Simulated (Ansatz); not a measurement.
Wanted: the native input for an Ansatz 0.2.0 run.

```
Task                : elastic constants
Functional          : PBEsol
Potentials or basis : Ansatz PAW
Cutoff              : 420 eV (not typed: the program's choice for these potentials)
k mesh              : 6 × 6 × 6
Occupations         : fermi-dirac, width 0.05 eV
Spin                : collinear spin, ferromagnetic start
Starting moments    : [0.0, 3.0, 3.0, 3.0] μB
Atoms under strain  : clamped
```

Fe3Ge:

```
Ge Fe
1.0
     3.66050    0.00000    0.00000
     0.00000    3.66050    0.00000
     0.00000    0.00000    3.66050
Ge Fe
1 3
Direct
  0.00000 0.00000 0.00000
  0.50000 0.00000 0.50000
  0.50000 0.50000 0.00000
  0.00000 0.50000 0.50000
```

The cell comes from a database or a generator and needn't be the stable form of this composition.

These files were run (other wordings do the same):

input.yaml

```yaml
crystal:
  lattice:
    - [3.66050052, 0.0, 0.0]
    - [0.0, 3.66050052, 0.0]
    - [0.0, 0.0, 3.66050052]
  atoms:
    - { symbol: Ge, position: [0.0, 0.0, 0.0] }
    - { symbol: Fe, position: [0.5, 0.0, 0.5], spin: 3.0 }
    - { symbol: Fe, position: [0.5, 0.5, 0.0], spin: 3.0 }
    - { symbol: Fe, position: [0.0, 0.5, 0.5], spin: 3.0 }
hamiltonian:
  xc: pbesol
  pseudopotentials: { kind: paw }
magnetization:
  spin_polarized: true
kpoints:
  mp_grid: { grid: [6, 6, 6] }
scf:
  occupations: { method: fermi_dirac, width: 0.05 }
output:
  forces: true
  stress: true
elastic:
  mode: clamped_ion
  stencil: two_point
```

Potentials or basis: Ansatz PAW.

Run with:

```console
$ ansatz run input.yaml --threads 2 --pin off --max-ram 5632MiB --backend cpu --events-out ev --progress --plain --runs-dir out
```

Results of the run:

```
Pressure                                    : -11.3 GPa
Band gap on the k mesh                      : none (metal or under the smearing width)
Net moment                                  : 6.47 μB per cell
Absolute moment                             : 6.95 μB per cell
Site moments                                : Ge -0.11; Fe +2.22 μB
Clamped-ion elastic constants C11, C12, C44 : 192, 117, 90 GPa
Voigt bulk modulus                          : 142 GPa
```

Caveat: the cell is more than 3 GPa from zero pressure, which shifts response properties; elastic constants of metals need much finer meshes, so these are rough; the PAW data sets come from PBE, with cores solved anew for the run's functional, which leaves a small shift of forces and pressure.

It took 24 s on 2 threads of Intel(R) Xeon(R) 6975P-C (Granite Rapids), on a shared host, peak memory 0.53 GiB.
